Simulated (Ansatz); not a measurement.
**Relaxation path: AlRu (zincblende type)**

DFT, PBE, PAW with Ansatz's default frozen-core files, scalar-relativistic (Ansatz 0.2.0); a Γ-centred 13×13×13 k mesh, Fermi–Dirac smearing of 0.1 eV, no spin polarisation. The run relaxes cell and atoms at a target pressure of 190 GPa.

Command: `ansatz run input.yaml --threads 1 --pin off --max-ram 3584MiB --backend cpu --events-out ev --progress --plain --runs-dir out` It took 16 s on 1 thread of Intel(R) Xeon(R) Platinum 8375C CPU @ 2.90GHz (Ice Lake), with other jobs on the host, peak memory 0.39 GiB.

PAW: frozen-core files, cutoff 420 eV; forces are relaxed below 0.005 eV/Å.

Each step lists its enthalpy F + pV a cell above the last geometry, the pressure, the cell vectors (Å), and Cartesian positions (Å) with forces (eV/Å).

The first step:

```
step 1  dH = 163.75 meV  P = 233.4 GPa
  cell 0.0000 2.1759 2.1759  2.1759 0.0000 2.1759  2.1759 2.1759 0.0000
  Ru 0.0000 0.0000 0.0000   0.0000 0.0000 0.0000
  Al 1.0879 1.0879 1.0879   0.0000 0.0000 0.0000
```

Problem. Where does the relaxation end, and by which steps?

Solution. After 4 geometries, with conventional a, b, c = 4.439, 4.439, 4.439 Å, at 10.933 Å³/atom (+6.12 % against the start) in space group F-43m, with a shortest distance of 1.922 Å. The further steps:
```
step 2  dH = 68.94 meV  P = 165.3 GPa
  cell 0.0000 2.2484 2.2484  2.2484 0.0000 2.2484  2.2484 2.2484 0.0000
  Ru 0.0000 0.0000 0.0000   0.0000 0.0000 0.0000
  Al 1.1242 1.1242 1.1242   0.0000 0.0000 0.0000
step 3  dH = 0.23 meV  P = 188.6 GPa
  cell 0.0000 2.2210 2.2210  2.2210 0.0000 2.2210  2.2210 2.2210 0.0000
  Ru 0.0000 0.0000 0.0000   0.0000 0.0000 0.0000
  Al 1.1105 1.1105 1.1105   0.0000 0.0000 0.0000
step 4  dH = 0.00 meV  P = 190.0 GPa
  cell 0.0000 2.2194 2.2194  2.2194 0.0000 2.2194  2.2194 2.2194 0.0000
  Ru 0.0000 0.0000 0.0000   0.0000 0.0000 0.0000
  Al 1.1097 1.1097 1.1097   0.0000 0.0000 0.0000
step 5  dH = -1.00 meV  P = 190.1 GPa  (same geometry on a basis chosen anew; earlier energies don't compare to the last digit)
  cell 0.0000 2.2194 2.2194  2.2194 0.0000 2.2194  2.2194 2.2194 0.0000
  Ru 0.0000 0.0000 0.0000   0.0000 0.0000 0.0000
  Al 1.1097 1.1097 1.1097   0.0000 0.0000 0.0000
```
